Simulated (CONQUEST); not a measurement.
**Pt under changes of volume**

One of the cells (15.080 Å³/atom); the others are scaled copies at fixed shape and fractional positions:

```
Pt
1.0
     2.77313    0.00000    0.00000
     0.00000    2.77313    0.00000
     0.00000    0.00000    3.92180
Pt
2
Direct
  0.00000 0.00000 0.00000
  0.50000 0.50000 0.50000
```

| Property | Result |
| --- | --- |
| Program | CONQUEST 1.3 |
| Functional | PBE |
| Potentials or basis | PseudoDojo NC PBE, DZP, grid of 32 × 32 × 40 points |
| k mesh | 10 × 10 × 7 |
| Occupations | fermi-dirac, width 0.05 eV |
| Spin | no spin polarisation |

```csv
volume (Å³/atom),energy over the lowest point (meV/atom),pressure (GPa)
14.175,152.06,36.0
14.477,93.08,27.1
14.778,?,?
15.080,21.17,12.4
15.381,4.00,6.5
15.985,0.00,-3.6
```

What does the run at 14.778 Å³/atom give?

Energy over the lowest point 50.29 meV/atom; pressure 19.1 GPa.

Worked out: A Birch-Murnaghan fit of order 3 (a polynomial in V^(-2/3)) to the other rows has its minimum at 15.74 Å³/atom with B0 = V·E''(V) = 245 GPa and B' = 6.4. It gives 50.25 meV/atom at 14.778 Å³/atom, against the run's 50.29, and -dE/dV = 19.0 GPa, against 19.1.

Energies are extrapolated to zero smearing.

Caveats: the basis of atomic orbitals isn't converged, which shifts pressures, moduli and gaps; the real-space grid breaks the cell's symmetry a little.
